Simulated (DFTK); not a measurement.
# Nb (Im-3m) in DFTK: equation of state

How stiff is Nb in PBEsol, and what volume does it want? The cell is scaled to several volumes.

Program: DFTK 0.8.2. These are calculated values, not measurements. Logs are shortened: lines on timing, memory, paths and dates and some standing lists are left out, and cuts for length are marked.

**Experimental background.**

“Pressure effects on the electronic structure and superconductivity of (TaNb)0.67(HfZrTi)0.33 high entropy alloy”, 2019, arxiv:1910.08312 quotes, for a bulk crystal of Nb: bulk modulus 169 GPa.

The results are compared with them further down.

### Step 1. Starting point

Symmetry: Im-3m, No. 229, cubic system. Conventional cell: a = 3.328 Å, b = 3.328 Å, c = 3.328 Å, α = 90.00°, β = 90.00°, γ = 90.00°. Around Nb (site symmetry m-3m) lie 8 Nb at 2.88 Å.

### Step 2. Equation of state, PBEsol

File run.jl:

```julia
using DFTK
using PseudoPotentialData
using Unitful, UnitfulAtomic
using LinearAlgebra, Printf
include("save.jl")
disable_threading()

# lattice vectors are the columns
lattice = austrip(1u"Å") * [      -1.66395        1.66395        1.66395;
                  1.66395       -1.66395        1.66395;
                  1.66395        1.66395       -1.66395]
symbols   = [:Nb]
positions = [[0.0, 0.0, 0.0]]
pseudopotentials = PseudoFamily("dojo.nc.sr.pbesol.v0_4_1.standard.upf")
elements = Dict(s => ElementPsp(s, pseudopotentials) for s in unique(symbols))
atoms    = [elements[s] for s in symbols]

build_model(lattice, positions; symmetries=true) =
    model_DFT(lattice, atoms, positions;
              functionals=PBEsol(),
              temperature=austrip(0.05u"eV"),
              smearing=Smearing.FermiDirac(),
              symmetries)
Ecut  = 41.0  # hartree
kgrid = [11, 11, 11]
tol   = 1e-6
to_GPa = ustrip(uconvert(u"GPa", 1u"hartree/bohr^3"))

results["points"] = []
for scale in [0.94, 0.96, 0.98, 1.0, 1.02, 1.04, 1.06]
    println("\n=== scale = ", scale)
    model = build_model(cbrt(scale) * lattice, positions)
    basis = PlaneWaveBasis(model; Ecut, kgrid)
    t0 = time()
    scfres = self_consistent_field(basis;
                                   tol,
                                   nbandsalg=AdaptiveBands(model; n_bands_converge=11))
    seconds = time() - t0
    @printf "SCF: %d iterations, %.1f s\n" scfres.n_iter seconds
    forces = compute_forces_cart(scfres)
    stress = compute_stresses_cart(scfres)
    @printf "V = %.5f Å^3  F = %.8f Ha  max force = %.5f eV/Å  p = %.4f GPa\n" ustrip(auconvert(u"Å^3", model.unit_cell_volume)) scfres.energies.total ustrip(auconvert(u"eV/Å", maximum(norm, forces))) (-tr(stress) / 3 * to_GPa)
    push!(results["points"], save_scf!(scfres; forces, stress, d=Dict{String,Any}("seconds" => seconds, "n_matvec" => get(scfres, :n_matvec, 0))))
end

# third-order Birch-Murnaghan fit in x = V^(-2/3)
V = [0.94, 0.96, 0.98, 1.0, 1.02, 1.04, 1.06] * abs(det(lattice))
E = [p["total"] for p in results["points"]]
x = V .^ (-2 / 3)
c = [x .^ 0 x x .^ 2 x .^ 3] \ E
Δ = c[3]^2 - 3c[2] * c[4]
if Δ > 0
    x0 = (-c[3] + sqrt(Δ)) / 3c[4]
    B0 = 4 / 9 * x0^(7 / 2) * (2c[3] + 6c[4] * x0)
    @printf "V0 = %.4f Å^3  B0 = %.2f GPa\n" ustrip(auconvert(u"Å^3", x0^(-3 / 2))) B0 * to_GPa
end
```

Potentials or basis: dojo.nc.sr.pbesol.v0_4_1.standard.upf (PBEsol).

The run is started by

```sh
$ julia --threads=1 run.jl  # save.jl only writes the numbers to a file and isn't shown; printed stress counts tension as positive; times include loading and compiling
```

What it wrote:

```text
=== scale = 0.94
n     Energy            log10(ΔE)   log10(Δρ)   Diag   Δtime
---   ---------------   ---------   ---------   ----   ------
  1   -62.23102186345                   -0.82    4.5    5.40s
  2   -62.24521862965       -1.85       -1.09    1.2    2.34s
  3   -62.25167305503       -2.19       -2.02    2.6    3.42s
  4   -62.25173163536       -4.23       -2.53    2.0    3.09s
  5   -62.25173672005       -5.29       -3.41    2.0    3.13s
  6   -62.25173687528       -6.81       -3.96    2.4    3.45s
  7   -62.25173687992       -8.33       -4.59    2.1    2.99s
  8   -62.25173688013       -9.68       -5.29    2.2    3.05s
  9   -62.25173688015      -10.59       -5.89    2.1    3.14s
 10   -62.25173688015      -11.69       -6.45    2.1    3.15s
SCF: 10 iterations, 33.5 s
V = 17.32242 Å^3  F = -62.25173688 Ha  max force = 0.00000 eV/Å  p = 2.9677 GPa

=== scale = 0.96
n     Energy            log10(ΔE)   log10(Δρ)   Diag   Δtime
---   ---------------   ---------   ---------   ----   ------
[... 45 further cycles ...]
  1   -62.22173837733                   -0.79    4.4    4.54s
  2   -62.23936561668       -1.75       -1.06    1.2    2.72s
  3   -62.24795566017       -2.07       -1.90    2.7    3.57s
  4   -62.24806367783       -3.97       -2.34    2.0    2.43s
  5   -62.24807475386       -4.96       -3.25    2.0    3.28s
  6   -62.24807501234       -6.59       -3.89    2.4    3.56s
  7   -62.24807501349       -8.94       -4.34    2.1    3.24s
  8   -62.24807501467       -8.93       -5.31    2.2    2.54s
  9   -62.24807501469      -10.76       -5.74    2.8    3.73s
 10   -62.24807501469      -11.94       -6.43    1.9    3.16s
SCF: 10 iterations, 33.2 s
V = 19.53380 Å^3  F = -62.24807501 Ha  max force = 0.00000 eV/Å  p = -15.8219 GPa
V0 = 17.6089 Å^3  B0 = 181.22 GPa
```

Wall time 6.9 min (1 thread of Intel Xeon Platinum 8375C at 2.90GHz (Ice Lake), shared host); peak memory 1.6 GiB.

Results:

```yaml
Equilibrium_volume: 17.61 Å³/atom
Bulk_modulus: 181 GPa
Pressure_derivative_of_the_bulk_modulus: 3.3
```

Energy against volume, from the lowest point:
```
volume (Å³/atom)  energy (meV/atom)
          17.322               2.46
          17.691               0.00
          18.060               6.05
          18.428              19.93
          18.797              40.99
          19.165              68.58
          19.534             102.10
```

### Step 3. Single point, PBEsol, 17.32 Å³/atom (volume scaled by 0.94)

run.jl is that of step 2.

Potentials or basis: dojo.nc.sr.pbesol.v0_4_1.standard.upf (PBEsol).

The run is started by

```sh
$ julia --threads=1 run.jl  # one pass of the loop, scale = 0.94; save.jl only writes the numbers to a file and isn't shown; printed stress counts tension as positive; times include loading and compiling
```

Wall time 33 s (1 thread of Intel Xeon Platinum 8375C at 2.90GHz (Ice Lake), shared host).

It converged, with:

| Item | Value |
| --- | --- |
| Free energy | -1693.9561 eV |
| Pressure | 3.0 GPa |
| Band gap on the k mesh | none (metal or under the smearing width) |

### Step 4. Single point, PBEsol, 17.69 Å³/atom (volume scaled by 0.96)

run.jl is that of step 3.

The run is started by

```sh
$ julia --threads=1 run.jl  # one pass of the loop, scale = 0.96; save.jl only writes the numbers to a file and isn't shown; printed stress counts tension as positive; times include loading and compiling
```

Run time: 30 s. Hardware: 1 thread of Intel Xeon Platinum 8375C at 2.90GHz (Ice Lake), shared host.

The run converged. Its results:

| Item | Value |
| --- | --- |
| Free energy | -1693.9585 eV |
| Pressure | -0.9 GPa |
| Band gap on the k mesh | none (metal or under the smearing width) |

### Step 5. Single point, PBEsol, 18.06 Å³/atom (volume scaled by 0.98)

run.jl is that of step 4.

The run is started by

```sh
$ julia --threads=1 run.jl  # one pass of the loop, scale = 0.98; save.jl only writes the numbers to a file and isn't shown; printed stress counts tension as positive; times include loading and compiling
```

It took 30 s on 1 thread of Intel Xeon Platinum 8375C at 2.90GHz (Ice Lake), shared host.

Results (log left out):

```
Free energy            : -1693.9525 eV
Pressure               : -4.4 GPa
Band gap on the k mesh : none (metal or under the smearing width)
```

### Step 6. Single point, PBEsol, 18.43 Å³/atom

run.jl is that of step 5.

Potentials or basis: dojo.nc.sr.pbesol.v0_4_1.standard.upf (PBEsol).

The run is started by

```sh
$ julia --threads=1 run.jl  # one pass of the loop, scale = 1.0; save.jl only writes the numbers to a file and isn't shown; printed stress counts tension as positive; times include loading and compiling
```

Wall time 30 s (1 thread of Intel Xeon Platinum 8375C at 2.90GHz (Ice Lake), shared host).

The run converged. Its results:

```
Free energy            : -1693.9386 eV
Pressure               : -7.7 GPa
Band gap on the k mesh : none (metal or under the smearing width)
```

### Step 7. Single point, PBEsol, 18.80 Å³/atom (volume scaled by 1.02)

run.jl is that of step 6.

The run is started by

```sh
$ julia --threads=1 run.jl  # one pass of the loop, scale = 1.02; save.jl only writes the numbers to a file and isn't shown; printed stress counts tension as positive; times include loading and compiling
```

It took 31 s on 1 thread of Intel Xeon Platinum 8375C at 2.90GHz (Ice Lake), shared host.

Results (log left out):

* Free energy: -1693.9175 eV
* Pressure: -10.7 GPa
* Band gap on the k mesh: none (metal or under the smearing width)

### Step 8. Single point, PBEsol, 19.17 Å³/atom (volume scaled by 1.04)

run.jl is that of step 7.

The run is started by

```sh
$ julia --threads=1 run.jl  # one pass of the loop, scale = 1.04; save.jl only writes the numbers to a file and isn't shown; printed stress counts tension as positive; times include loading and compiling
```

Run time: 31 s. Hardware: 1 thread of Intel Xeon Platinum 8375C at 2.90GHz (Ice Lake), shared host.

The run converged. Its results:

```
Free energy            : -1693.8899 eV
Pressure               : -13.4 GPa
Band gap on the k mesh : none (metal or under the smearing width)
```

### Step 9. Single point, PBEsol, 19.53 Å³/atom (volume scaled by 1.06)

run.jl is that of step 8.

Potentials or basis: dojo.nc.sr.pbesol.v0_4_1.standard.upf (PBEsol).

The run is started by

```sh
$ julia --threads=1 run.jl  # one pass of the loop, scale = 1.06; save.jl only writes the numbers to a file and isn't shown; printed stress counts tension as positive; times include loading and compiling
```

Run time: 33 s. Hardware: 1 thread of Intel Xeon Platinum 8375C at 2.90GHz (Ice Lake), shared host.

It converged, with:

| Property | Result |
| --- | --- |
| Free energy | -1693.8564 eV |
| Pressure | -15.8 GPa |
| Band gap on the k mesh | none (metal or under the smearing width) |

### Step 10. Comparison with measurements

Step 2. A measured bulk modulus of Nb is 169 GPa (quoted in “Pressure effects on the electronic structure and superconductivity of (TaNb)0.67(HfZrTi)0.33 high entropy alloy”, 2019, arxiv:1910.08312); the calculated 181 GPa misses it by +7.2 %. The fit is for a static lattice scaled at fixed shape and fixed fractional positions.
